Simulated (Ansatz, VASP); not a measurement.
# One calculation of LiSe2, two programs

```
Li Se
1.0
     3.93122    0.00000    0.00000
    -1.96561    3.40454    0.00000
     0.00000    0.00000    4.15271
Li Se
1 2
Direct
  0.00000 0.00000 0.50000
  0.33333 0.66667 0.76668
  0.66667 0.33333 0.23332
```

Alike in both runs: functional PBE; dispersion D3(BJ); k mesh 6 × 6 × 4; occupations gaussian, width 0.1 eV; no spin polarisation.

Ansatz relaxed the structure, and its values are those at the end. VASP's run is a single point on that final structure, the one shown.

|  | VASP | Ansatz |
| --- | --- | --- |
| version | VASP 6.6.1 | Ansatz 0.2.0 |
| potentials or method | VASP PAW PBE potentials, release 64 (Li_sv, Se) | scalar-relativistic, plane waves, PAW |
| plane-wave cutoff (eV) | 520 | 420 |
| valence electrons in the cell | 15 | 35 |

```csv
,VASP,Ansatz,Ansatz less VASP
gap on the k mesh at the Fermi level (eV),none,none,-
rms of the force components (eV/Å),0.018,0.017,-0.0005
```

A gap of «none» marks a metal or a gap that the smearing closes. The two sets of potentials don't hold the same shells in valence.

Caveats: the k mesh is coarse (spacing up to 0.38 Å⁻¹), so the values aren't converged.
